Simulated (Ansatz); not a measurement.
**HfN: strong compression**

An exercise on one series of results from a longer session: the logs are not shown, and one member is left open.

Computed with Ansatz 0.2.0 (DFT, PBE, PAW with Ansatz's default frozen-core files, scalar-relativistic, unless a step's input says otherwise).

### The starting structure

Symmetry: Pm-3m, No. 221, cubic system. The conventional cell has a = 2.942 Å, b = 2.942 Å, c = 2.942 Å, α = 90.00°, β = 90.00°, γ = 90.00°. Hf (site symmetry m-3m) is surrounded by 8 N at 2.55 Å. N (site symmetry m-3m) has 8 Hf at 2.55 Å as nearest neighbours.

Coordinates:

```xyz
2
Lattice="2.9422 0.0000 0.0000 0.0000 2.9422 0.0000 0.0000 0.0000 2.9422" Properties=species:S:1:pos:R:3 pbc="T T T"
Hf    0.0000    0.0000    0.0000
N     1.4711    1.4711    1.4711
```

Whether this phase is the stable one at these pressures isn't tested.

Atoms are numbered in the order of the input: Hf1, N2.

The first run:

Input file input.yaml:

```yaml
crystal:
  lattice:
    - [2.9421643963, 0.0, 0.0]
    - [0.0, 2.9421643963, 0.0]
    - [0.0, 0.0, 2.9421643963]
  atoms:
    - { symbol: Hf, position: [0.0, 0.0, 0.0] }
    - { symbol: "N", position: [0.5, 0.5, 0.5] }
kpoints:
  mp_grid: { grid: [14, 14, 14] }
scf:
  occupations: { method: fermi_dirac, width: 0.05 }
hamiltonian:
  xc: pbe
  pseudopotentials: { kind: paw }
output:
  forces: true
  stress: true
relax:
  f_tol: 0.005
  max_steps: 40
  cell: {}
```

Run with:

```
$ ansatz run input.yaml --threads 1 --pin off --max-ram 2048MiB --backend cpu --events-out ev --progress --plain --runs-dir out
```

Steps of the session up to this table: Cell relaxed at zero pressure, PAW; More of the same log: cell relaxed at zero pressure; Volume scaled by 1, PAW; Volume scaled by 0.94, PAW; Volume scaled by 0.88, PAW; Volume scaled by 0.8, PAW; Volume scaled by 0.72, PAW; Volume scaled by 0.64, PAW; Volume scaled by 0.55, PAW; Volume scaled by 0.55, PAW (cutoff 300 eV).

One of the session's tables, all rows but one given; the rest of the session is left out.

```
             method  volume over the first  volume (Å³/atom)  pressure (GPa)
                PAW                      1            11.274            0.00
                PAW                   0.94            10.598           16.50
                PAW                   0.88                 ?               ?
                PAW                    0.8             9.019           83.97
                PAW                   0.72             8.117          154.80
                PAW                   0.64             7.215          269.92
                PAW                   0.55             6.201          498.11
PAW (cutoff 300 eV)                   0.55             6.201          513.44
```

Estimate the missing values for PAW, 0.88.

The run gave: volume (Å³/atom): 9.921; pressure (GPa): 39.24. In the column «volume (Å³/atom)» it lies between PAW, 0.8 (9.019) and PAW, 0.94 (10.598).

Caveats from the session: Warnings in the runs' records: cutoff below recommended.
